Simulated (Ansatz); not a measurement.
The elements of this relaxed trial crystal are hidden behind letters.

```
lattice vectors (Å)
   7.7683    0.0000    0.0000
   0.0000    5.4975    0.0000
   0.0000    0.0000    3.8878
fractional positions
X 0.7500 0.0000 0.5000
X 0.0000 0.5000 0.0000
X 0.2500 0.0000 0.5000
X 0.5000 0.5000 0.0000
Z 0.7500 0.5000 0.5128
Z 0.0000 0.0000 0.0000
Z 0.2500 0.5000 0.4872
Z 0.5000 0.0000 0.0000
```

These are results of DFT PBE, scalar-relativistic, plane waves, PAW (Ansatz), not measurements. The final run on the 8-atom cell used 420 eV, a Γ-centred 6×8×10 mesh, 0.01 eV smearing and no spin polarisation.

- Space group: Pmma (No. 51)
- Conventional cell: a = 7.768 Å, b = 5.497 Å, c = 3.888 Å
- Volume per atom: 20.75 Å³
- Density: 5.78 g/cm³
- Energy over the elements: −0.524 eV/atom
- Gap on the 6×8×10 mesh of the 8-atom cell: 0.26 eV

Energies are uncorrected and count from the elements' standard states at the same level.

Question: X is a d-block element of period 5 and Z is a p-block element of period 3. Which elements are they?

Answer: X = Cd, Z = S, so the formula is CdS. Density times volume gives a mean mass of 5.78 × 20.75/1.6605 = 72.2 u per atom, and this set has 72.2 u. Among the elements that the hints allow, noble gases aside, only these give it. Around Cd on a site of symmetry mm2 lie 6 S at 2.75 Å; around Cd on a site of symmetry 2/m lie 6 S at 2.71–2.78 Å; S on a site of symmetry mm2 has 6 Cd at 2.71–2.78 Å; 1 more site not described.

Kohn–Sham gaps at this level usually fall short of measured ones. Symmetry constrained the relaxation, so the result can be a saddle point.
